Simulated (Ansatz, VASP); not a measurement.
# CdS (Greenockite): VASP beside Ansatz

```
CELL_PARAMETERS angstrom
4.15000 0.00000 0.00000
-2.07500 3.59401 0.00000
0.00000 0.00000 6.73700
ATOMIC_POSITIONS crystal
Cd 0.66667 0.33333 0.50000
Cd 0.33333 0.66667 0.00000
S 0.66667 0.33333 0.87500
S 0.33333 0.66667 0.37500
```

Alike in both runs: task band structure; functional LDA; k mesh 7 × 7 × 4; occupations fermi-dirac, width 0.05 eV; no spin polarisation.

|  | VASP | Ansatz |
| --- | --- | --- |
| version | VASP 6.6.1 | Ansatz 0.2.0 |
| potentials or method | VASP PAW LDA potentials, release 64 (Cd, S) | Ansatz PAW |
| plane-wave cutoff (eV) | 520 | 420 |
| valence electrons in the cell | 36 | 52 |

|  | VASP | Ansatz | Ansatz less VASP |
| --- | --- | --- | --- |
| gap on the k mesh at the Fermi level (eV) | 0.94 | 0.91 | -0.027 |
| least direct gap on the mesh (eV) | 0.94 | 0.91 | -0.027 |
| gap along the band path (eV) | 0.94 | 0.91 | -0.027 |
| pressure (GPa) | -2.7 | -3.1 | -0.45 |
| largest component of the traceless stress (GPa) | 0.40 | 0.39 | -0.015 |
| rms of the force components (eV/Å) | 0.037 | 0.035 | -0.0012 |

Atom by atom the forces differ by 0.001 eV/Å (rms over components). The two sets of potentials don't hold the same shells in valence.

Caveats: the PAW data sets come from PBE, with cores solved anew for the run's functional, which leaves a small shift of forces and pressure (Ansatz). A hybrid or GW would open this gap; LDA tends to underestimate it.
